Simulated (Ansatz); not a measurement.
# Relaxation of Mo

Theory: DFT PBEsol, scalar-relativistic, plane waves, PAW in Ansatz 0.2.0. Run with 420 eV cutoff, 18×18×18 k-mesh, Gaussian smearing of 0.10 eV, no spin polarisation.

What was changed: relaxed at 20 GPa.

Command:

```bash
ansatz run input.yaml --threads 1 --pin off --max-ram 2560MiB --backend cpu --events-out ev --progress --plain --runs-dir out
```

Input:

```yaml
crystal:
  lattice:
    - [-1.5320955734, 1.5320955734, 1.5320955734]
    - [1.5320955734, -1.5320955734, 1.5320955734]
    - [1.5320955734, 1.5320955734, -1.5320955734]
  atoms:
    - { symbol: Mo, position: [0.0, 0.0, 0.0] }
basis:
  ecutwfc: 420
kpoints:
  mp_grid: { grid: [18, 18, 18] }
hamiltonian:
  xc: pbesol
scf:
  occupations: { method: gaussian, width: 0.1 }
output:
  forces: true
  stress: true
  eigenvalues: true
relax:
  adjacent_minimum: "off"
  f_tol: 0.008
  max_steps: 50
  cell: { stress_tol: 0.08, p_target: 20.0 }
```

F is the free energy. Steps run on the plane waves of an earlier cell, but the last one, and at times one on the way, on a freshly chosen basis, so a repeated geometry can differ a little in energy. The relaxation lowers the enthalpy F + PV at the target pressure, so F itself can rise.

Steps:

```json
{"step": "1", "F − F(1) (eV)": "0.0000", "largest force component (eV/Å)": "0.000", "V (Å³/atom)": "14.385", "P (GPa)": "20.34"}
{"step": "2", "F − F(1) (eV)": "-0.0047", "largest force component (eV/Å)": "0.000", "V (Å³/atom)": "14.423", "P (GPa)": "19.37"}
{"step": "3", "F − F(1) (eV)": "-0.0017", "largest force component (eV/Å)": "0.000", "V (Å³/atom)": "14.399", "P (GPa)": "20.00"}
{"step": "4", "F − F(1) (eV)": "-0.0017", "largest force component (eV/Å)": "0.000", "V (Å³/atom)": "14.399", "P (GPa)": "20.00"}
```

Relaxed structure:

```cif
data_structure
_symmetry_space_group_name_H-M 'P 1'
_symmetry_Int_Tables_number 1
_cell_length_a 2.6545
_cell_length_b 2.6545
_cell_length_c 2.6545
_cell_angle_alpha 109.471
_cell_angle_beta 109.471
_cell_angle_gamma 109.471
_cell_volume 14.40
loop_
_atom_site_label
_atom_site_type_symbol
_atom_site_fract_x
_atom_site_fract_y
_atom_site_fract_z
_atom_site_occupancy
Mo1 Mo 0.00000 0.00000 0.00000 1
```

It takes space group Im-3m (No. 229, cubic). The conventional cell has a = 3.065 Å, b = 3.065 Å, c = 3.065 Å, α = 90.00°, β = 90.00°, γ = 90.00°. Mo (site symmetry m-3m) is surrounded by 8 Mo at 2.65 Å.

The run converged. Time: 17 s on 1 thread of Intel(R) Xeon(R) Processor @ 2.50GHz (Skylake/Cascade Lake) (shared host), peak memory 0.34 GiB.